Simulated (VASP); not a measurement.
# InAs (F-43m) in VASP: notebook

InAs is run at these levels: PBEsol, LDA; tasks: single point.

Program: VASP 6.6.1. These are calculated values, not measurements. Logs are shortened: lines on timing, memory, paths and dates and some standing lists are left out, and cuts for length are marked.

**Experimental background.**

A printed reference work, data compilation reports, for a bulk crystal of InAs at 4.2 K: band gap 0.418 eV (direct).

How close the calculation comes is told below.

## 1. The cell of the first run

The structure is cubic, space group F-43m (No. 216). Conventional cell: a = 6.090 Å, b = 6.090 Å, c = 6.090 Å, α = 90.00°, β = 90.00°, γ = 90.00°. In (site symmetry -43m) has 4 As at 2.64 Å within 3.5 Å. Within 3.5 Å of As (site symmetry -43m) lie 4 In at 2.64 Å.

## 2. Single point, PBEsol

Input file INCAR:

```
SYSTEM = InAs
PREC = Accurate
ENCUT = 520
EDIFF = 1E-6
ISMEAR = 0
SIGMA = 0.05
LREAL = .False.
LASPH = .True.
NELM = 100
ALGO = Normal
ISIF = 2
LWAVE = .False.
LCHARG = .False.
GGA = PS
NBANDS = 16
```

Input file KPOINTS:

```
Automatic mesh
0
Gamma
  6 6 6
  0 0 0
```

Input file POSCAR:

```
InAs
1.0
    0.0000000000      3.0448292586      3.0448292586
    3.0448292586      0.0000000000      3.0448292586
    3.0448292586      3.0448292586      0.0000000000
In As
1 1
Direct
    0.0000000000      0.0000000000      0.0000000000
    0.7500000000      0.7500000000      0.7500000000
```

Potentials or basis: VASP PAW PBE potentials, release 64 (In_d, As).

Launch:

```sh
> cat potpaw_PBE.64/In_d/POTCAR potpaw_PBE.64/As/POTCAR > POTCAR
> mpirun -np 1 vasp_std > vasp.out
```

OUTCAR:

```text
SYSTEM = InAs
   PREC = Accurate
   ENCUT = 520
   EDIFF = 1E-6
   ISMEAR = 0
   LREAL = .False.
   LASPH = .True.
   NELM = 100
   ISIF = 2
   GGA = PS

 ion  position               nearest neighbor table
   1  0.000  0.000  0.000-   2 2.64   2 2.64   2 2.64   2 2.64
   2  0.750  0.750  0.750-   1 2.64   1 2.64   1 2.64   1 2.64

  LATTYP: Found a face centered cubic cell.
 ALAT       =     6.0896585172

  Lattice vectors:

 A1 = (   0.0000000000,   3.0448292586,   3.0448292586)
 A2 = (   3.0448292586,   0.0000000000,   3.0448292586)
 A3 = (   3.0448292586,   3.0448292586,   0.0000000000)

Analysis of symmetry for initial positions (statically):
=====================================================================
 Subroutine PRICEL returns:
 Original cell was already a primitive cell.

 Routine SETGRP: Setting up the symmetry group for a
 face centered cubic supercell.

 Subroutine GETGRP returns: Found 24 space group operations
 (whereof 24 operations were pure point group operations)
 out of a pool of 48 trial point group operations.

The static configuration has the point symmetry T_d .

Analysis of symmetry for dynamics (positions and initial velocities):
=====================================================================
 Subroutine PRICEL returns:
 Original cell was already a primitive cell.

 Routine SETGRP: Setting up the symmetry group for a
 face centered cubic supercell.

 Subroutine GETGRP returns: Found 24 space group operations
 (whereof 24 operations were pure point group operations)
 out of a pool of 48 trial point group operations.

The dynamic configuration has the point symmetry T_d .

 Subroutine INISYM returns: Found 24 space group operations
 (whereof 24 operations are pure point group operations),
 and found     1 'primitive' translations

----------------------------------------------------------------------------------------

                                     Primitive cell

  volume of cell :      56.4571

  direct lattice vectors                    reciprocal lattice vectors
     0.000000000  3.044829259  3.044829259    -0.164212820  0.164212820  0.164212820
     3.044829259  0.000000000  3.044829259     0.164212820 -0.164212820  0.164212820
     3.044829259  3.044829259  0.000000000     0.164212820  0.164212820 -0.164212820

  length of vectors
     4.306038833  4.306038833  4.306038833     0.284424948  0.284424948  0.284424948

  position of ions in fractional coordinates (direct lattice)
     0.000000000  0.000000000  0.000000000
     0.750000000  0.750000000  0.750000000

  ion indices of the primitive-cell ions
   primitive index   ion index
                 1           1
                 2           2

----------------------------------------------------------------------------------------

 KPOINTS: Automatic mesh

Automatic generation of k-mesh.
 Grid dimensions read from file:
 generate k-points for:    6    6    6

 Generating k-lattice:

  Cartesian coordinates                     Fractional coordinates (reciprocal lattice)
    -0.027368803  0.027368803  0.027368803     0.166666667  0.000000000  0.000000000
     0.027368803 -0.027368803  0.027368803     0.000000000  0.166666667  0.000000000
     0.027368803  0.027368803 -0.027368803     0.000000000  0.000000000  0.166666667

  Length of vectors
     0.047404158  0.047404158  0.047404158

  Shift w.r.t. Gamma in fractional coordinates (k-lattice)
     0.000000000  0.000000000  0.000000000

 Subroutine IBZKPT returns following result:
 ===========================================

 Found     16 irreducible k-points:

 Following reciprocal coordinates:
            Coordinates               Weight
  0.000000  0.000000  0.000000      1.000000
  0.166667  0.000000  0.000000      8.000000
  0.333333  0.000000  0.000000      8.000000
  0.500000  0.000000  0.000000      4.000000
  0.166667  0.166667  0.000000      6.000000
  0.333333  0.166667  0.000000     24.000000
[... 8 lines left out ...]
 -0.333333  0.333333  0.166667     24.000000
 -0.333333  0.500000  0.166667     12.000000
   k-points           NKPTS =     16   k-points in BZ     NKDIM =     16   number of bands    NBANDS=     16
   number of dos      NEDOS =    301   number of ions     NIONS =      2
   total plane-waves  NPLWV =  32768
   dimension x,y,z NGX =    32 NGY =   32 NGZ =   32
   dimension x,y,z NGXF=    64 NGYF=   64 NGZF=   64
   ions per type =               1   1
   NGX,Y,Z   is equivalent  to a cutoff of  12.35, 12.35, 12.35 a.u.
   NGXF,Y,Z  is equivalent  to a cutoff of  24.71, 24.71, 24.71 a.u.
 SYSTEM =  InAs
   PREC   = accura    normal or accurate (medium, high low for compatibility)
   ISTART =      0    job   : 0-new  1-cont  2-samecut
   ICHARG =      2    charge: 1-file 2-atom 10-const
   ISPIN  =      1    spin polarized calculation?
   LNONCOLLINEAR =      F non collinear calculations
   LSORBIT =      F    spin-orbit coupling
   LASPH  =      T    aspherical Exc in radial PAW
   ENCUT  =  520.0 eV  38.22 Ry    6.18 a.u.   8.01  8.01  8.01*2*pi/ulx,y,z
   NELM   =    100;   NELMIN=  2; NELMDL= -5     # of ELM steps
   EDIFF  = 0.1E-05   stopping-criterion for ELM
   LREAL  =      F    real-space projection
   EDIFFG = 0.1E-04   stopping-criterion for IOM
   NSW    =      0    number of steps for IOM
   IBRION =     -1    ionic relax: 0-MD 1-quasi-New 2-CG
   NFREE  =      0    steps in history (QN), initial steepest desc. (CG)
   ISIF   =      2    stress and relaxation
   ISYM   =      2    0-nonsym 1-usesym 2-fastsym
   POTIM  = 0.5000    time-step for ionic-motion
   TEBEG  =    0.0;   TEEND  =   0.0 temperature during run
   PSTRESS=    0.0 pullay stress
   NELECT =      18.0000    total number of electrons
   NUPDOWN=      -1.0000    fix difference up-down
   EMIN   =  10.00;   EMAX   =-10.00  energy-range for DOS
   EFERMI =   0.00;   METHOD = LEGACY
   ISMEAR =     0;   SIGMA  =   0.05  broadening in eV -4-tet -1-fermi 0-gaus
   EFERMI_NEDOS =   21; number of points for ismear=-14 and -15
   IALGO  =     38    algorithm
   IMIX   =      4    mixing-type and parameters
     AMIX     =   0.40;   BMIX     =  1.00
     AMIX_MAG =   1.60;   BMIX_MAG =  1.00
  volume/ion in A,a.u.               =      28.23       190.50
  Fermi-wavevector in a.u.,A,eV,Ry     =   1.118389  2.113448 17.018072  1.250793
  Thomas-Fermi vector in A             =   2.255019
   LORBIT       =      0    0 simple, 1 ext, 2 COOP (PROOUT), +10 PAW based schemes
   GGA     = PS    functional components
   LHFCALC =     F    Hartree Fock is set to
   AEXX    =    0.0000 exact exchange contribution
   IVDW    =     0    specifies the selected vdW correction
   LEPSILON=     F    determine dielectric tensor
   LRPA    =     F    only Hartree local field effects (RPA)
 non-spin polarized calculation
 Gauss-broadening in eV      SIGMA  =   0.05
  energy-cutoff  :      520.00
  volume of cell :       56.46
 maximum number of plane-waves:      1536
   NGX = 17   NGY = 17   NGZ = 17

 number of electron      17.9999992 magnetization

 Free energy of the ion-electron system (eV)
  ---------------------------------------------------
  ext. energy  EPLUGINS =         0.00000000
  ---------------------------------------------------
  free energy    TOTEN  =        -8.47126367 eV

  energy without entropy =       -8.47090658  energy(sigma->0) =       -8.47108513

 E-fermi :   4.1850     XC(G=0):  -9.1896

 val. band max:        4.1697703398   @ k =   0.0000   0.0000   0.0000
 cond. band min:       4.9953121799   @ k =   0.5000   0.0000   0.0000
 fundamental gap:      0.8255418401
 Fermi energy:         4.1849987851

 k-point     1 :       0.0000    0.0000    0.0000
  band No.  band energies     occupation
      1     -10.1282      2.00000
      2     -10.1282      2.00000
      3     -10.1282      2.00000
      4     -10.0092      2.00000
      5     -10.0092      2.00000
      6      -7.5856      2.00000
[... 8 lines left out ...]
     15      13.7759      0.00000
     16      13.7759      0.00000

 k-point     2 :       0.1667    0.0000    0.0000
  band No.  band energies     occupation
      1     -10.1601      2.00000
      2     -10.1190      2.00000
      3     -10.1190      2.00000
      4     -10.0092      2.00000
      5     -10.0092      2.00000
      6      -7.3115      2.00000
[... 8 lines left out ...]
     15      12.6752      0.00000
     16      12.6752      0.00000

 k-point     3 :       0.3333    0.0000    0.0000
  band No.  band energies     occupation
      1     -10.2183      2.00000
      2     -10.1039      2.00000
      3     -10.1039      2.00000
      4     -10.0056      2.00000
      5     -10.0056      2.00000
      6      -6.6312      2.00000
[... 8 lines left out ...]
     15      13.1395      0.00000
     16      13.1395      0.00000

 k-point     4 :       0.5000    0.0000    0.0000
  band No.  band energies     occupation
      1     -10.2452      2.00000
      2     -10.0984      2.00000
      3     -10.0984      2.00000
      4     -10.0016      2.00000
      5     -10.0016      2.00000
      6      -6.1640      2.00000
[... 8 lines left out ...]
     15      14.7837      0.00000
     16      14.7837      0.00000

 k-point     5 :       0.1667    0.1667    0.0000
  band No.  band energies     occupation
      1     -10.1792      2.00000
      2     -10.1096      2.00000
      3     -10.1096      2.00000
      4     -10.0168      2.00000
      5     -10.0038      2.00000
      6      -7.2212      2.00000
[... 8 lines left out ...]
     15      13.3565      0.00000
     16      14.0735      0.00000

 k-point     6 :       0.3333    0.1667    0.0000
  band No.  band energies     occupation
      1     -10.2254      2.00000
      2     -10.0963      2.00000
      3     -10.0925      2.00000
      4     -10.0205      2.00000
      5      -9.9993      2.00000
      6      -6.6687      2.00000
[... 8 lines left out ...]
     15      14.0449      0.00000
     16      14.2031      0.00000

 k-point     7 :       0.5000    0.1667    0.0000
  band No.  band energies     occupation
      1     -10.2539      2.00000
      2     -10.0921      2.00000
      3     -10.0856      2.00000
      4     -10.0132      2.00000
      5      -9.9995      2.00000
      6      -6.0603      2.00000
[... 8 lines left out ...]
     15      14.3855      0.00000
     16      14.8975      0.00000

 k-point     8 :      -0.3333    0.1667    0.0000
  band No.  band energies     occupation
      1     -10.2431      2.00000
      2     -10.0942      2.00000
      3     -10.0916      2.00000
      4     -10.0085      2.00000
      5     -10.0055      2.00000
      6      -6.2250      2.00000
[... 8 lines left out ...]
     15      13.3709      0.00000
     16      14.6933      0.00000

 k-point     9 :      -0.1667    0.1667    0.0000
  band No.  band energies     occupation
      1     -10.2002      2.00000
      2     -10.1083      2.00000
      3     -10.1032      2.00000
      4     -10.0132      2.00000
      5     -10.0050      2.00000
      6      -6.8964      2.00000
[... 8 lines left out ...]
     15      13.1678      0.00000
     16      14.0230      0.00000

 k-point    10 :       0.3333    0.3333    0.0000
  band No.  band energies     occupation
      1     -10.2645      2.00000
      2     -10.0713      2.00000
      3     -10.0713      2.00000
      4     -10.0353      2.00000
      5      -9.9930      2.00000
      6      -6.3069      2.00000
[... 8 lines left out ...]
     15      14.8994      0.00000
     16      16.2344      0.00000

 k-point    11 :       0.5000    0.3333    0.0000
  band No.  band energies     occupation
      1     -10.2834      2.00000
      2     -10.0682      2.00000
      3     -10.0617      2.00000
      4     -10.0341      2.00000
      5      -9.9928      2.00000
      6      -5.8039      2.00000
[... 8 lines left out ...]
     15      15.2861      0.00000
     16      15.8642      0.00000

 k-point    12 :      -0.3333    0.3333    0.0000
  band No.  band energies     occupation
      1     -10.2702      2.00000
      2     -10.0817      2.00000
      3     -10.0700      2.00000
      4     -10.0198      2.00000
      5     -10.0027      2.00000
      6      -5.7589      2.00000
[... 8 lines left out ...]
     15      13.2752      0.00000
     16      16.6637      0.00000

 k-point    13 :       0.5000    0.5000    0.0000
  band No.  band energies     occupation
      1     -10.3016      2.00000
      2     -10.0515      2.00000
      3     -10.0515      2.00000
      4     -10.0454      2.00000
      5      -9.9876      2.00000
      6      -5.6400      2.00000
[... 8 lines left out ...]
     15      15.6074      0.00000
     16      16.1491      0.00000

 k-point    14 :       0.5000    0.3333    0.1667
  band No.  band energies     occupation
      1     -10.2578      2.00000
      2     -10.0866      2.00000
      3     -10.0748      2.00000
      4     -10.0234      2.00000
      5      -9.9984      2.00000
      6      -6.1163      2.00000
[... 8 lines left out ...]
     15      14.5976      0.00000
     16      15.9354      0.00000

 k-point    15 :      -0.3333    0.3333    0.1667
  band No.  band energies     occupation
      1     -10.2697      2.00000
      2     -10.0862      2.00000
      3     -10.0670      2.00000
      4     -10.0196      2.00000
      5     -10.0020      2.00000
      6      -5.7585      2.00000
[... 8 lines left out ...]
     15      14.8363      0.00000
     16      15.7903      0.00000

 k-point    16 :      -0.3333    0.5000    0.1667
  band No.  band energies     occupation
      1     -10.2854      2.00000
      2     -10.0735      2.00000
      3     -10.0570      2.00000
      4     -10.0299      2.00000
      5      -9.9964      2.00000
      6      -5.6040      2.00000
[... 8 lines left out ...]
     15      15.6453      0.00000
     16      15.8239      0.00000

------------------------ aborting loop because EDIFF is reached ----------------------------------------

  FORCE on cell =-STRESS in cart. coord.  units (eV):
  Direction    XX          YY          ZZ          XY          YZ          ZX
  --------------------------------------------------------------------------------------
  -------------------------------------------------------------------------------------
  Total        0.0301686      0.0301686      0.0301686      0.0000000      0.0000000      0.0000000
  in kB        0.8561453      0.8561453      0.8561453      0.0000000      0.0000000      0.0000000
  external PRESSURE =       0.8561453 kB  Pullay stress =       0.0000000 kB

 VOLUME and BASIS-vectors are now :
 -----------------------------------------------------------------------------
  energy-cutoff  :      520.00
  volume of cell :       56.46
      direct lattice vectors                 reciprocal lattice vectors
     0.000000000  3.044829259  3.044829259    -0.164212820  0.164212820  0.164212820
     3.044829259  0.000000000  3.044829259     0.164212820 -0.164212820  0.164212820
     3.044829259  3.044829259  0.000000000     0.164212820  0.164212820 -0.164212820

 POSITION                                       TOTAL-FORCE (eV/Angst)
 -----------------------------------------------------------------------------------
      0.00000      0.00000      0.00000         0.000000      0.000000      0.000000
      4.56724      4.56724      4.56724        -0.000000     -0.000000     -0.000000
 -----------------------------------------------------------------------------------
    total drift:                                0.000000      0.000000      0.000000

  FREE ENERGIE OF THE ION-ELECTRON SYSTEM (eV)
  ---------------------------------------------------
  free  energy   TOTEN  =        -8.4712636702 eV

  energy  without entropy=       -8.4709065815  energy(sigma->0) =       -8.47108513
```

Wall time 13 s (1 thread of AMD EPYC 9R14 (Zen 4), shared host); peak memory 0.14 GiB.

What came out:

* Free energy: -8.4713 eV
* Pressure: 0.1 GPa
* Band gap on the k mesh: zero (filled and empty bands touch)

Caveat: the PAW data sets were made with another functional, which shifts forces and pressure a little; spin-orbit coupling is left out, which moves the levels of the heavy elements.

## 3. Single point, PBEsol (volume scaled by 0.98)

Input file INCAR:

```
PREC = Accurate ; ENCUT = 520
EDIFF = 1E-6 ; ISMEAR = 0
SIGMA = 0.05 ; LREAL = F
LASPH = T ; NELM = 60
ALGO = Normal ; ISIF = 2
LWAVE = F ; LCHARG = F
GGA = PS ; NBANDS = 16
```

Input file KPOINTS:

```
regular mesh
0
Gamma
  6 6 6
```

Input file POSCAR:

```
InAs
1.0
    0.0000000000      3.0243935472      3.0243935472
    3.0243935472      0.0000000000      3.0243935472
    3.0243935472      3.0243935472      0.0000000000
In As
1 1
Direct
    0.0000000000      0.0000000000      0.0000000000
    0.7500000000      0.7500000000      0.7500000000
```

Potentials or basis: VASP PAW PBE potentials, release 64 (In_d, As).

Launch:

```sh
> cat potpaw_PBE.64/In_d/POTCAR potpaw_PBE.64/As/POTCAR > POTCAR
> mpirun -np 1 vasp_std > vasp.out
```

Run time: 17 s. Hardware: 1 thread of AMD EPYC 9R14 (Zen 4), shared host; peak memory 0.14 GiB.

The run converged. Its results:

```
Free energy            : -8.4663 eV
Pressure               : 1.3 GPa
Band gap on the k mesh : zero (filled and empty bands touch)
```

Levels at points of the mesh, in eV from the Fermi level:
```
           k point  band 6  band 7  band 8  band 9  band 10  band 11  band 12  band 13
(0.00, 0.00, 0.00)  -11.90   -0.31   -0.02   -0.02    -0.02     3.83     3.83     3.83
(0.50, 0.00, 0.00)  -10.42   -5.83   -1.01   -1.01     0.85     4.60     4.60     6.69
(0.50, 0.50, 0.00)   -9.87   -5.90   -2.36   -2.36     1.42     1.96     9.06     9.19
```

Caveat: the PAW data sets were made with another functional, which shifts forces and pressure a little; spin-orbit coupling is left out, which moves the levels of the heavy elements.

(Continued in part 2 of 2.)
